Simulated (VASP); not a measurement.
**A VASP 6.6.1 single-point calculation on BP**

INCAR

```
SIGMA = 0.02
NELM = 61
LCHARG = .FALSE.
LWAVE = .FALSE.
ENCUT = 200
ISIF = 2
LREAL = .TRUE.
EDIFF = 0.0001
GGA = CA
ISMEAR = -1
IBRION = -1
NSW = 0
LASPH = .TRUE.
PREC = Accurate
NBANDS = 11
```

KPOINTS

```
KPOINTS created by Atomic Simulation Environment
0
Gamma
10 10 10
0 0 0
```

POSCAR

```
B  P
 1.0000000000000000
    -0.0000000000000000    2.1554244784631185    2.1554244784631185
     2.1554244784631185   -0.0000000000000000    2.1554244784631185
     2.1554244784631185    2.1554244784631185   -0.0000000000000000
 B   P
   1   1
Cartesian
 -0.0000000000000000  0.0000000000000000  0.0000000000000000
  2.1554244784631185  2.1554244784631185  2.1554244784631185
```

The recommended LDA PAW datasets give the neutral cell 8 valence electrons.

Command

```
mpirun -np 1 vasp_std
```

Problem. Predict the outcome of this run.

Solution. It converged. Results: gap between bands v and c on the k mesh -3.87 eV (bands overlap: a metal); least direct gap on the k mesh 0.40 eV; pressure -3.2 GPa. Band v is the last that the valence electrons fill when counted band by band, and c is the next.

OSZICAR

```
N       E                     dE             d eps       ncg     rms          rms(c)
DAV:   1    -0.355660427956E+01   -0.35566E+01   -0.21389E+03  1151   0.300E+02
DAV:   2    -0.121893286281E+02   -0.86327E+01   -0.83309E+01  1344   0.600E+01
DAV:   3    -0.123345220216E+02   -0.14519E+00   -0.14430E+00  1201   0.644E+00
DAV:   4    -0.123347556298E+02   -0.23361E-03   -0.23360E-03  1170   0.299E-01
DAV:   5    -0.123347560845E+02   -0.45476E-06   -0.45461E-06  1225   0.113E-02    0.836E+00
DAV:   6    -0.121440726782E+02    0.19068E+00   -0.61154E-01  1081   0.284E+00    0.461E+00
DAV:   7    -0.121319734971E+02    0.12099E-01   -0.52985E-02  1222   0.113E+00    0.158E+00
DAV:   8    -0.121296223227E+02    0.23512E-02   -0.29935E-03  1102   0.242E-01    0.195E-01
DAV:   9    -0.121295836292E+02    0.38694E-04   -0.11962E-04   580   0.645E-02
   1 F= -.12129584E+02 E0= -.12128336E+02  d E =-.249595E-02
```

Standard output (part)

```
POSCAR found type information on POSCAR B P
 POSCAR found :  2 types and       2 ions
|     You have a (more or less) 'small supercell' and for smaller cells       |
|     it is recommended to use the reciprocal-space projection scheme!        |
|     The real-space optimization is not efficient for small cells and it     |
|     is also less accurate ...                                               |
|     Therefore, set LREAL=.FALSE. in the INCAR file.                         |
|     The real-space projection scheme for the treatment of the non-local     |
|     real-space optimization of all non-local projectors! BE WARNED that     |
|     a calculation using the real-space projection scheme together with      |
|     non-local projectors which were not real-space optimized (according     |
|     to the plane-wave cutoff used in this calculation) might give more      |
|     or less inaccurate results. I hope you know what you are doing.         |
 LDA part: xc-table for (Slater(with rela. corr.)+CA(PZ))
 , standard interpolation
 POSCAR, INCAR and KPOINTS ok, starting setup
 WAVECAR not read
 entering main loop
```

These settings aren't sound, so the numbers aren't properties of the crystal.

On sound settings LDA gives a gap of -3.75 eV on its mesh and a pressure of -6.2 GPa for the intended cell.
